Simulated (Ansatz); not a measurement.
Runs of Ansatz 0.2.0 on CoO. It takes space group P-6m2 (No. 187, hexagonal). Conventional cell: a = 2.856 Å, b = 2.856 Å, c = 2.788 Å, α = 90.00°, β = 90.00°, γ = 120.00°. Around Co (site symmetry -6m2) lie 6 O at 2.16 Å. O (site symmetry -6m2) is surrounded by 6 Co at 2.16 Å. Measurements of this composition are mostly on another form, of space group No. 225.

```tsv
level	spin	U	fixed moment (μB)	hubbard projectors	double counting	gap on the mesh (eV)	pressure (GPa)	moment (μB)	largest force (eV/Å)
LDA+U	collinear, random start	Co d U = 7 eV	-	ortho-atomic (the default)	fll (the default)	0.90	-6.6	3.00	0.29
PBE+U	collinear, program default start	Co d U = 4 eV	-	ortho-atomic (the default)	fll (the default)	0.73	5.3	3.00	0.30
LDA+U	collinear, program default start	Co d U = 6 eV	0	ortho-atomic (the default)	fll (the default)	-	(a)	0.00	(b)
PBE	collinear, ferromagnetic start	-	-	-	-	none	-8.0	3.00	-
LDA+U	collinear, program default start	Co d U = 6 eV	-	ortho-atomic (the default)	fll (the default)	0.83	(c)	3.00	0.30
```

Alike in all rows: task single point; potentials or basis Ansatz PAW; cell as given; k mesh 8 × 8 × 7; cutoff (eV) 420; smearing gaussian 0.05 eV.

Question: Estimate the missing entries.

Answer: (a) -15.6; (b) 0.24; (c) -8.1.

Caveats: the magnetic or orbital state may not be the lowest (some runs); a cell with one magnetic atom can't hold antiferromagnetic order, which such compounds often take (some runs); odd divisions of the mesh miss points on the zone boundary, where band edges often lie, so the gap on the mesh can be too wide (some runs); the PAW data sets come from PBE, with cores solved anew for the run's functional, which leaves a small shift of forces and pressure (some runs); the total moment is fixed, so each spin has its own Fermi level (some runs); the thresholds are loose for stress (some runs); semilocal functionals often make such compounds metallic where correlation or magnetic order opens a gap, which also shifts bond lengths (some runs).

A k mesh can miss the band edges.

A gap of «none» marks a metal or a gap under the smearing width.
